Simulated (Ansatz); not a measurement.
# S: band gap under strain

Aim: follow the gap of S in the database structure through these states: -3.1 % strain along z alone. The table at the end shows which levels were run.

Code: Ansatz 0.2.0. PAW datasets, plane waves. Spin-unpolarised throughout; all numbers are computed.

## Step 1: Starting point

The unstrained cell was relaxed with r2SCAN+rVV10; in each strained cell the atoms were relaxed again with r2SCAN+rVV10. Names of k-points are those of the unstrained zone, where strain can split equivalent points. First state: -3.1 % strain along z alone.

Space group R-3 (No. 148), trigonal; a = 10.722 Å, c = 4.057 Å in the conventional setting, 22.44 Å³ an atom. S has 2 S at 2.07 Å.

As a file:

```cif
data_structure
_symmetry_space_group_name_H-M 'R-3:H'
_symmetry_Int_Tables_number 148
_cell_length_a 10.7224
_cell_length_b 10.7224
_cell_length_c 4.0568
_cell_angle_alpha 90.000
_cell_angle_beta 90.000
_cell_angle_gamma 120.000
_cell_volume 403.92
loop_
_atom_site_label
_atom_site_type_symbol
_atom_site_symmetry_multiplicity
_atom_site_Wyckoff_symbol
_atom_site_fract_x
_atom_site_fract_y
_atom_site_fract_z
_atom_site_occupancy
S1 S 18 f 0.48279 0.85837 0.77567 1
```

From earlier runs on the unstrained cell: PBE 1.84 eV, r2SCAN 2.13 eV, HSE06 2.93 eV; a = 10.722 Å, c = 4.185 Å.

## Step 2: -3.1 % strain along z alone: PBE

File input.yaml:

```yaml
crystal:
  lattice:
    - [5.3612126934, 3.0952975917, 1.3522609694]
    - [-5.3612126934, 3.0952975917, 1.3522609694]
    - [0.0, -6.1905951835, 1.3522609693]
  atoms:
    - { symbol: S, position: [0.2584597664, 0.1512465155, 0.9173039165] }
    - { symbol: S, position: [0.9173039165, 0.2584597664, 0.1512465155] }
    - { symbol: S, position: [0.1512465155, 0.9173039165, 0.2584597664] }
    - { symbol: S, position: [0.7415402336, 0.8487534845, 0.0826960835] }
    - { symbol: S, position: [0.0826960835, 0.7415402336, 0.8487534845] }
    - { symbol: S, position: [0.8487534845, 0.0826960835, 0.7415402336] }
kpoints:
  mp_grid: { grid: [6, 6, 6] }
  band_path:
    path:
      - [0.0, 0.0, 0.0]
      - [0.5, 0.0, 0.0]
      - [0.5, -0.5, 0.5]
      - [0.2005166863, -0.7994833137, 0.2005166863]
      - [0.5, -0.5, 0.0]
      - [0.208333, 0.161458, -0.234375]
    npoints: 1
hamiltonian:
  xc: pbe
scf:
  occupations: { method: fermi_dirac, width: 0.02 }
  n_extra_bands: 5
output:
  forces: true
  stress: true
  eigenvalues: true
```

Run with:

```
> ansatz run input.yaml --threads 4 --pin off --max-ram 4608MiB --backend cpu --events-out ev --progress --plain --runs-dir out
```

After this run come: -3.1 % strain along z alone: r2SCAN; -3.1 % strain along z alone: HSE06.

**Question.** What will these runs give?

**Answer**, as computed:

Least gap in eV (negative: overlap), with the change from the unstrained cell in brackets:

```
                      state  volume change (%)           PBE        r2SCAN         HSE06
-3.1 % strain along z alone               -3.1  1.72 (-0.12)  2.02 (-0.11)  2.81 (-0.12)
```

What this shows: The HSE06 gap moves by -0.123 eV under -3.1 % strain along z alone. PBE and HSE06 differ by 1.10 eV on the unstrained gap, and by at most 0.01 eV on its change: the two disagree on the size of the gap but agree on its response to strain.
